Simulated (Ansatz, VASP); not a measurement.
# Cross-check of ZnSe between VASP and Ansatz, part 2 of 3

Aim: how closely do two programs agree when they are given the same cell, functional and k mesh? The cell is a member of a volume series, scaled by 1.015 from a relaxed one, so a pressure remains.

VASP 6.6.1 and Ansatz 0.2.0.

So far: Starting point; Ansatz: zone-centre phonons, LDA, volume scaled by 1.015.

## (3) VASP: zone-centre phonons, LDA, volume scaled by 1.015

Level of this step: LDA; plane waves and PAW (Zn, Se) (VASP).

The same cell, functional (in two slightly different forms) and mesh now go to VASP, with its own data sets and cutoff.

Lines of VASP's logs that name or quote its potential files are left out, and so is its time.

Input file INCAR:

```
SYSTEM = ZnSe
PREC = Accurate
ENCUT = 450
EDIFF = 1E-08
NELM = 120
ISMEAR = 0
SIGMA = 0.02
LREAL = .FALSE.
ALGO = Normal
GGA = CA
NBANDS = 15
LASPH = .TRUE.
LWAVE = .FALSE.
LCHARG = .FALSE.
KPAR = 4
LEPSILON = .TRUE.
IBRION = 8
NSW = 1
```

Input file POSCAR:

```
ZnSe
1.0
    0.0000000000      2.8011714009      2.8011714009
    2.8011714009      0.0000000000      2.8011714009
    2.8011714009      2.8011714009      0.0000000000
Zn Se
1 1
Direct
    0.0000000000      0.0000000000      0.0000000000
    0.2500000000      0.2500000000      0.2500000000
```

Input file KPOINTS:

```
Automatic mesh
0
Gamma
10 10 10
0 0 0
```

The projector-augmented-wave data sets are Zn and Se (LDA family, release 64).

Run with:

```
mpirun -np 4 vasp_std
```

Output:

```text
[banner, memory and clock lines left out]
running    4 mpi-ranks, on    1 nodes
 distrk:  each k-point on    1 cores,    4 groups
 distr:  one band on    1 cores,    1 groups

 POSCAR found type information on POSCAR ZnSe
 POSCAR found :  2 types and       2 ions
 LDA part: xc-table for (Slater(with rela. corr.)+CA(PZ))
 , standard interpolation
 POSCAR, INCAR and KPOINTS ok, starting setup
 FFT: planning ... GRIDC
 FFT: planning ... GRID_SOFT
 FFT: planning ... GRID
 WAVECAR not read
 entering main loop
       N       E                     dE             d eps       ncg     rms          rms(c)
DAV:   1     0.819009429044E+02    0.81901E+02   -0.82573E+03  1410   0.127E+03
DAV:   2    -0.247402816643E+01   -0.84375E+02   -0.80173E+02  1529   0.247E+02
DAV:   3    -0.763808000145E+01   -0.51641E+01   -0.51429E+01  1781   0.624E+01
DAV:   4    -0.767995025844E+01   -0.41870E-01   -0.41866E-01  1571   0.593E+00
DAV:   5    -0.768016375137E+01   -0.21349E-03   -0.21349E-03  1872   0.395E-01    0.510E+00
DAV:   6    -0.740108645405E+01    0.27908E+00   -0.59116E-01  1972   0.269E+01    0.387E+00
DAV:   7    -0.737557903342E+01    0.25507E-01   -0.16140E-01  1662   0.404E+00    0.160E+00
DAV:   8    -0.737122392978E+01    0.43551E-02   -0.34442E-03  2014   0.791E-01    0.420E-01
DAV:   9    -0.737067201508E+01    0.55191E-03   -0.92604E-04  1676   0.257E-01    0.596E-02
DAV:  10    -0.737068940371E+01   -0.17389E-04   -0.10865E-04  1702   0.109E-01    0.178E-02
DAV:  11    -0.737068310464E+01    0.62991E-05   -0.14166E-05  2171   0.615E-02    0.410E-03
DAV:  12    -0.737068317350E+01   -0.68857E-07   -0.23311E-06  1662   0.110E-02    0.119E-03
DAV:  13    -0.737068319486E+01   -0.21357E-07   -0.73218E-08  1683   0.263E-03    0.509E-04
DAV:  14    -0.737068319546E+01   -0.60481E-09   -0.11125E-09  1034   0.500E-04
   1 F= -.73706832E+01 E0= -.73706832E+01  d E =-.518493E-15
 Linear response reoptimize wavefunctions to high precision
DAV:   1    -0.737068319469E+01    0.76966E-09   -0.15926E-09  1370   0.732E-04
DAV:   2    -0.737068319474E+01   -0.46157E-10   -0.54333E-10   866   0.167E-04
 Linear response G [H, r] |phi>, progress :
  Direction:   1
       N       E                     dE             d eps       ncg     rms
RMM:   1    -0.532872544331E+02   -0.53287E+02    0.16406E+02  2327   0.688E+01
RMM:   2    -0.548747673440E+02   -0.15875E+01   -0.96742E+00  2413   0.231E+01
RMM:   3    -0.550159011085E+02   -0.14113E+00   -0.41566E-01  2508   0.478E+00
RMM:   4    -0.550231335281E+02   -0.72324E-02   -0.32874E-02  2643   0.956E-01
RMM:   5    -0.550227545723E+02    0.37896E-03   -0.53727E-03  2672   0.251E-01
RMM:   6    -0.550226099569E+02    0.14462E-03   -0.14782E-03  2725   0.712E-02
RMM:   7    -0.550225404712E+02    0.69486E-04   -0.53849E-04  2715   0.236E-02
RMM:   8    -0.550225110544E+02    0.29417E-04   -0.20602E-04  2388   0.883E-03
RMM:   9    -0.550224991749E+02    0.11880E-04   -0.15823E-04  2162   0.408E-03
RMM:  10    -0.550224945694E+02    0.46055E-05   -0.12602E-04  1998   0.248E-03
RMM:  11    -0.550224928276E+02    0.17418E-05   -0.11132E-04  1781   0.190E-03
RMM:  12    -0.550224920007E+02    0.82688E-06   -0.11524E-04  1643   0.174E-03
RMM:  13    -0.550224916530E+02    0.34776E-06   -0.89693E-05  1537   0.163E-03
RMM:  14    -0.550224915401E+02    0.11285E-06   -0.10475E-04  1403   0.164E-03
RMM:  15    -0.550224914294E+02    0.11076E-06   -0.12524E-04  1308   0.163E-03
 Linear response G [H, r] |phi>, progress :
  Direction:   2
       N       E                     dE             d eps       ncg     rms
RMM:   1    -0.542276223414E+02   -0.54228E+02    0.13448E+02  2309   0.670E+01
RMM:   2    -0.569581525667E+02   -0.27305E+01   -0.88517E+00  2387   0.219E+01
RMM:   3    -0.570611301691E+02   -0.10298E+00   -0.37211E-01  2500   0.446E+00
RMM:   4    -0.570657289786E+02   -0.45988E-02   -0.31045E-02  2651   0.903E-01
RMM:   5    -0.570653132647E+02    0.41571E-03   -0.54719E-03  2653   0.235E-01
RMM:   6    -0.570651413897E+02    0.17188E-03   -0.14562E-03  2718   0.667E-02
RMM:   7    -0.570650711775E+02    0.70212E-04   -0.53379E-04  2690   0.223E-02
RMM:   8    -0.570650413173E+02    0.29860E-04   -0.19719E-04  2390   0.844E-03
RMM:   9    -0.570650292323E+02    0.12085E-04   -0.10231E-04  2130   0.389E-03
RMM:  10    -0.570650248105E+02    0.44217E-05   -0.56303E-05  1992   0.235E-03
RMM:  11    -0.570650228285E+02    0.19820E-05   -0.35051E-05  1775   0.180E-03
RMM:  12    -0.570650223043E+02    0.52416E-06   -0.34483E-05  1615   0.163E-03
RMM:  13    -0.570650219585E+02    0.34582E-06   -0.33247E-05  1497   0.153E-03
RMM:  14    -0.570650218197E+02    0.13882E-06   -0.32849E-05  1378   0.151E-03
RMM:  15    -0.570650218174E+02    0.23349E-08   -0.33231E-05  1288   0.150E-03
 Linear response G [H, r] |phi>, progress :
  Direction:   3
       N       E                     dE             d eps       ncg     rms
RMM:   1    -0.402914256987E+02   -0.40291E+02    0.29115E+02  2205   0.750E+01
[...]
Direction:   1
       N       E                     dE             d eps       ncg     rms          rms(c)
RMM:   1    -0.937705401673E+00   -0.93771E+00   -0.39728E+00  1980   0.380E+00
RMM:   2    -0.102401624310E+01   -0.86311E-01   -0.15726E-02  2462   0.718E-01
RMM:   3    -0.102436804356E+01   -0.35180E-03   -0.58593E-04  2484   0.118E-01
[...]
RMM:   5    -0.866864779135E+00   -0.77599E-02   -0.12639E-03  9048   0.186E-01    0.286E-02
RMM:   6    -0.867719399730E+00   -0.85462E-03   -0.62268E-05  8643   0.468E-02    0.159E-02
RMM:   7    -0.867953284982E+00   -0.23389E-03   -0.91030E-06  9134   0.137E-02    0.129E-03
RMM:   8    -0.867969493354E+00   -0.16208E-04    0.38552E-07  8891   0.273E-03    0.871E-04
RMM:   9    -0.867967887736E+00    0.16056E-05    0.26417E-08  9440   0.954E-04    0.872E-05
RMM:  10    -0.867970018503E+00   -0.21308E-05   -0.44582E-08  7622   0.276E-04    0.390E-05
RMM:  11    -0.867970660296E+00   -0.64179E-06   -0.31078E-07  6843   0.143E-04    0.102E-05
RMM:  12    -0.867970504415E+00    0.15588E-06   -0.32734E-08  3899   0.837E-05    0.399E-06
 change of polarisation eV/A/(eV/A) component  1 :     1.644     0.402     0.209
 dielectric tensor                  component  1 :     7.767     1.655     0.860
 Linear response to external field, progress :
  Direction:   2
       N       E                     dE             d eps       ncg     rms          rms(c)
RMM:   1    -0.803179527011E+00   -0.80318E+00   -0.33473E+00  7112   0.361E+00
RMM:   2    -0.884858206577E+00   -0.81679E-01   -0.14973E-02  9001   0.691E-01    0.141E+00
RMM:   3    -0.845017014245E+00    0.39841E-01   -0.24175E-02  8703   0.854E-01    0.756E-01
RMM:   4    -0.859093545446E+00   -0.14077E-01   -0.28107E-02  9004   0.882E-01    0.141E-01
RMM:   5    -0.866852974229E+00   -0.77594E-02   -0.12824E-03  9046   0.186E-01    0.287E-02
RMM:   6    -0.867707480136E+00   -0.85451E-03   -0.69014E-05  8645   0.464E-02    0.158E-02
RMM:   7    -0.867941790307E+00   -0.23431E-03   -0.11478E-05  9133   0.136E-02    0.128E-03
RMM:   8    -0.867957133930E+00   -0.15344E-04   -0.71845E-07  8894   0.270E-03    0.870E-04
RMM:   9    -0.867955471305E+00    0.16626E-05   -0.25093E-07  9436   0.946E-04    0.858E-05
RMM:  10    -0.867957563994E+00   -0.20927E-05   -0.14687E-07  7583   0.275E-04    0.393E-05
RMM:  11    -0.867958199903E+00   -0.63591E-06   -0.36160E-07  6831   0.142E-04    0.104E-05
RMM:  12    -0.867958033710E+00    0.16619E-06   -0.43744E-08  3921   0.843E-05    0.398E-06
 change of polarisation eV/A/(eV/A) component  2 :     0.371     1.644     0.182
 dielectric tensor                  component  2 :     1.528     7.767     0.748
 Linear response to external field, progress :
  Direction:   3
       N       E                     dE             d eps       ncg     rms          rms(c)
RMM:   1    -0.802698020185E+00   -0.80270E+00   -0.33425E+00  7112   0.361E+00
RMM:   2    -0.884861527460E+00   -0.82164E-01   -0.14916E-02  9001   0.691E-01    0.141E+00
RMM:   3    -0.845012722206E+00    0.39849E-01   -0.24090E-02  8702   0.854E-01    0.756E-01
RMM:   4    -0.859105235838E+00   -0.14093E-01   -0.28125E-02  9006   0.882E-01    0.142E-01
RMM:   5    -0.866863963067E+00   -0.77587E-02   -0.12793E-03  9046   0.186E-01    0.286E-02
RMM:   6    -0.867719002518E+00   -0.85504E-03   -0.66966E-05  8637   0.467E-02    0.159E-02
RMM:   7    -0.867952947967E+00   -0.23395E-03   -0.10886E-05  9133   0.136E-02    0.129E-03
RMM:   8    -0.867968692021E+00   -0.15744E-04   -0.47382E-07  8907   0.271E-03    0.871E-04
RMM:   9    -0.867967049658E+00    0.16424E-05   -0.19480E-07  9432   0.949E-04    0.849E-05
RMM:  10    -0.867969151524E+00   -0.21019E-05   -0.12461E-07  7566   0.276E-04    0.392E-05
RMM:  11    -0.867969796054E+00   -0.64453E-06   -0.35002E-07  6855   0.143E-04    0.103E-05
RMM:  12    -0.867969642296E+00    0.15376E-06   -0.41202E-08  3934   0.847E-05    0.390E-06
 change of polarisation eV/A/(eV/A) component  3 :     0.300     0.312     1.644
 dielectric tensor                  component  3 :     1.233     1.283     7.767
 Linear response DOF=           2
 Linear response progress:
  Degree of freedom:   1/  2
       N       E                     dE             d eps       ncg     rms          rms(c)
RMM:   1    -0.212893841098E+00   -0.21289E+00   -0.10595E-02  7182   0.204E+00
RMM:   2    -0.211148240548E+00    0.17456E-02   -0.24856E-03  8179   0.375E-01    0.872E-02
RMM:   3    -0.210897760381E+00    0.25048E-03   -0.32084E-05  9190   0.462E-02    0.523E-02
RMM:   4    -0.210593686812E+00    0.30407E-03   -0.15503E-05  9511   0.280E-02    0.269E-03
RMM:   5    -0.210611898630E+00   -0.18212E-04   -0.98882E-07  9856   0.549E-03    0.668E-04
RMM:   6    -0.210609248214E+00    0.26504E-05   -0.23659E-07  9963   0.107E-03    0.339E-04
RMM:   7    -0.210608927328E+00    0.32089E-06   -0.17665E-07  9752   0.374E-04    0.359E-05
RMM:   8    -0.210608614514E+00    0.31281E-06   -0.67434E-08  9919   0.169E-04    0.118E-05
RMM:   9    -0.210608627691E+00   -0.13177E-07   -0.42497E-08 10172   0.104E-04    0.433E-06
RMM:  10    -0.210608625104E+00    0.25872E-08   -0.26593E-08  9307   0.818E-05    0.192E-06
 first order change of Fermi-energy  -0.41155E-04
 force on displaced ion       1 direction 1 :  -6.004  -0.000  -0.000
 Born effective charge ion    1 direction 1 :   2.000   0.000   0.000
 Linear response progress:
  Degree of freedom:   2/  2
       N       E                     dE             d eps       ncg     rms          rms(c)
RMM:   1    -0.825808499569E-01   -0.82581E-01    0.10437E-01 12317   0.174E+00
RMM:   2    -0.819874208428E-01    0.59343E-03   -0.32198E-03  8116   0.491E-01    0.119E-01
RMM:   3    -0.821403052936E-01   -0.15288E-03   -0.16725E-04  8984   0.101E-01    0.650E-02
RMM:   4    -0.824205818247E-01   -0.28028E-03   -0.31570E-05  9124   0.447E-02    0.800E-03
RMM:   5    -0.824266429454E-01   -0.60611E-05    0.12296E-06  9179   0.858E-03    0.384E-03
RMM:   6    -0.824183120540E-01    0.83309E-05    0.30078E-07  9135   0.224E-03    0.160E-03
RMM:   7    -0.824144961567E-01    0.38159E-05   -0.47290E-08  9204   0.877E-04    0.306E-04
RMM:   8    -0.824164033777E-01   -0.19072E-05   -0.26001E-09  9526   0.310E-04    0.421E-05
RMM:   9    -0.824165700987E-01   -0.16672E-06    0.53484E-09  9489   0.124E-04    0.129E-05
RMM:  10    -0.824164622599E-01    0.10784E-06   -0.26932E-09  9623   0.605E-05    0.421E-06
RMM:  11    -0.824164763791E-01   -0.14119E-07   -0.22354E-09  8651   0.467E-05    0.194E-06
RMM:  12    -0.824164812222E-01   -0.48431E-08   -0.35049E-09  5609   0.425E-05    0.209E-07
 first order change of Fermi-energy   0.32337E-03
 force on displaced ion       2 direction 1 :  -5.974   0.000   0.000
 Born effective charge ion    2 direction 1 :  -2.017   0.000   0.000
 Born effective charges drift removed
 Linear response finished
```

(Part 2 of 3 ends here.)

[Lines on the potential files, build, host, timing and source positions are cut from VASP's logs without a mark.]

[Logs are printed without paths, hosts, clocks, repeated set-up lines and the standing remarks that a program may print on its own settings, such as how far it seeks lower states.]

[Hosts, paths, dates, database ids (printed as entryN), source tags and the programs' standing remarks are cut or masked in the printed files.]
